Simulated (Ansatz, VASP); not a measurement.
**W: VASP beside Ansatz**

POSCAR

```
W
1.0
   -1.5500431812      1.5500431812      1.5500431812
    1.5500431812     -1.5500431812      1.5500431812
    1.5500431812      1.5500431812     -1.5500431812
W
1
Direct
    0.0000000000      0.0000000000      0.0000000000
```

INCAR.step1

```
PREC = Accurate ; ENCUT = 520
ISMEAR = -1 ; SIGMA = 0.05
LREAL = False ; LASPH = True
NELM = 100 ; NBANDS = 13
GGA = PE ; ALGO = Normal
EDIFF = 1E-4 ; LWAVE = True
LCHARG = False
```

INCAR.step2

```
PREC = Accurate ; ENCUT = 520
EDIFF = 1E-6 ; ISMEAR = -1
SIGMA = 0.05 ; LREAL = False
LASPH = True ; NELM = 100
ALGO = Normal ; ISIF = 2
LWAVE = False ; LCHARG = False
METAGGA = R2SCAN ; LMIXTAU = True
LUSE_VDW = True ; IVDW_NL = 2
BPARAM = 11.95 ; CPARAM = 0.0093
NBANDS = 13 ; ISTART = 1
```

Contents of KPOINTS:

```
Automatic mesh
0
Gamma
  12 12 12
```

input.yaml

```yaml
crystal:
  lattice:
    - [-1.5500431812, 1.5500431812, 1.5500431812]
    - [1.5500431812, -1.5500431812, 1.5500431812]
    - [1.5500431812, 1.5500431812, -1.5500431812]
  atoms:
    - { symbol: W, position: [0.0, 0.0, 0.0] }
hamiltonian:
  xc: r2scan
  pseudopotentials: { kind: paw }
  dispersion: rvv10
kpoints:
  mp_grid: { grid: [12, 12, 12] }
scf:
  occupations: { method: fermi_dirac, width: 0.05 }
output:
  forces: true
  stress: true
  eigenvalues: true
```

Alike in both runs: task single point; functional r2SCAN; dispersion rVV10; k mesh 12 × 12 × 12; occupations fermi-dirac, width 0.05 eV; no spin polarisation.

```csv
,VASP,Ansatz
version,VASP 6.6.1,Ansatz 0.2.0
potentials or method,"VASP PAW PBE potentials, release 64 (W_sv)",Ansatz PAW
plane-wave cutoff (eV),520,500
valence electrons in the cell,14,14
```

Ansatz gave:

* gap on the k mesh at the Fermi level (eV): none
* pressure (GPa): 21.5

Q: Estimate VASP's values.

A: gap on the k mesh at the Fermi level (eV): none; pressure (GPa): 24.1.

A gap of «none» marks a metal or a gap that the smearing closes.

Caveats: so large a pressure means that the cell lies far from this level's equilibrium, or that cutoff or potentials fall short (VASP); the potentials were made for another functional, which shifts forces and pressure (VASP); the PAW data sets come from PBE, with cores solved anew for the run's functional, which leaves a small shift of forces and pressure (Ansatz). The runs have no spin-orbit coupling, so splittings on W are missing.
